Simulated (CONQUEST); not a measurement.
Input of a CONQUEST 1.3 run:

File Conquest_input:

```
IO.Title Nb
IO.Coordinates coords.dat
IO.FractionalAtomicCoords F
IO.Iprint 2
IO.Iprint_init 1
General.NumberOfSpecies 1
General.PseudopotentialType hamann
General.DistanceUnits A
General.FunctionalType -106132
General.DifferentFunctional T
AtomMove.TypeOfRun static
AtomMove.FullStress T
Grid.GridCutoff 100
DM.SolutionMethod diagon
Diag.MPMesh T
Diag.GammaCentred T
Diag.MPMeshX 7
Diag.MPMeshY 7
Diag.MPMeshZ 7
Diag.kT 0.00734986
minE.SCTolerance 1e-6
Diag.SmearingType 1
Diag.MPOrder 1
SC.MaxIters 100
IO.AtomChargeOutput T
IO.writeDOS T
IO.write_proj_DOS T
IO.DumpChargeDensity T
IO.DumpTotPot T
%block ChemicalSpeciesLabel
1 92.910 Nb
%endblock
```

The input coords.dat:

```
    3.3279000000     0.0000000000     0.0000000000
    0.0000000000     3.3279000000     0.0000000000
    0.0000000000     0.0000000000     3.3279000000
2
 -0.0276382095   0.0189424068  -0.0069885900 1 T T T
  1.7459627676   1.7334132567   1.6901605404 1 T T T
```

File Conquest_input (lines added for PostProcessCQ):

```
Process.Job pdos
Process.min_DOS_E -1.0395
Process.max_DOS_E 0.2605
Process.sigma_DOS 0.005
Process.n_DOS 301
Process.pDOS_l_resolved T
```

Potentials or basis: PseudoDojo NC PBE, DZP, grid cutoff 100 Ha.

Run with:

```sh
$ Conquest
$ PostProcessCQ   # after the lines are added to Conquest_input
```

What does it give for the band gap on the k mesh?

None (metal or under the smearing width).

States per cell in windows of 1 eV (zero at the Fermi level; states under -8 eV left out):
| from (eV) | total | Nb_d | Nb_p | Nb_s |
| --- | --- | --- | --- | --- |
| -8.0 | 0.00 | 0.00 | 0.00 | 0.00 |
| -7.0 | 0.00 | 0.00 | 0.00 | 0.00 |
| -6.0 | 0.08 | 0.00 | 0.02 | 0.06 |
| -5.0 | 0.20 | 0.02 | 0.11 | 0.08 |
| -4.0 | 1.13 | 0.72 | 0.26 | 0.14 |
| -3.0 | 2.84 | 2.30 | 0.36 | 0.19 |
| -2.0 | 2.78 | 2.62 | 0.15 | 0.02 |
| -1.0 | 2.85 | 2.41 | 0.34 | 0.10 |
| 0.0 | 1.51 | 1.24 | 0.22 | 0.05 |
| 1.0 | 1.55 | 1.30 | 0.21 | 0.03 |
| 2.0 | 2.27 | 2.19 | 0.05 | 0.03 |
| 3.0 | 3.51 | 3.38 | 0.07 | 0.05 |
| 4.0 | 1.96 | 1.68 | 0.19 | 0.09 |
| 5.0 | 1.18 | 0.85 | 0.24 | 0.10 |
| 6.0 | 0.45 | 0.24 | 0.16 | 0.05 |
| 7.0 | 0.69 | 0.25 | 0.38 | 0.06 |

Caveat: the log labels positions in bohr as Å; the basis of atomic orbitals isn't converged, which shifts pressures, moduli and gaps.
